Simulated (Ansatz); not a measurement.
Input of an Ansatz 0.2.0 run:

The input input.yaml:

```yaml
crystal:
  lattice:
    - [0.0, 2.625, 2.625]
    - [2.625, 0.0, 2.625]
    - [2.625, 2.625, 0.0]
  atoms:
    - { symbol: Zr, position: [0.0, 0.0, 0.0] }
    - { symbol: S, position: [0.5, 0.5, 0.5] }
hamiltonian:
  xc: pbesol
  pseudopotentials: { kind: paw }
  dispersion: d4
kpoints:
  mp_grid: { grid: [9, 9, 9] }
scf:
  occupations: { method: fermi_dirac, width: 0.05 }
output:
  forces: true
  stress: true
relax:
  f_tol: 0.01
  max_steps: 40
  cell: { stress_tol: 0.05 }
```

Potentials or basis: Ansatz PAW.

The run is started by

```sh
$ ansatz run input.yaml --threads 2 --pin off --max-ram 5632MiB --backend cpu --events-out ev --progress --plain --runs-dir out
```

**Question.** Estimate the relaxed cell.

**Answer.** a = 3.638 Å, b = 3.638 Å, c = 3.638 Å, α = 60.00°, β = 60.00°, γ = 60.00°.

**Question.** What does it give for the space group after relaxing (to 0.05 Å)?

**Answer.** Fm-3m (No. 225).

**Question.** What does it give for the relaxed volume?

**Answer.** 17.02 Å³/atom.

The path:
| step | energy change (eV) | largest force (eV/Å) | volume (Å³) |
| --- | --- | --- | --- |
| 1 | 0.0000 | 0.0000 | 36.18 |
| 2 | -0.0310 | 0.0000 | 32.69 |
| 3 | -0.0576 | 0.0000 | 34.18 |
| 4 | -0.0580 | 0.0000 | 34.04 |
| 5 | -0.0577 | 0.0000 | 34.04 |

Caveat: the plane-wave basis is chosen anew once the cell has moved, so the energies of steps on either side of that aren't comparable; the PAW data sets come from PBE, with cores solved anew for the run's functional, which leaves a small shift of forces and pressure.
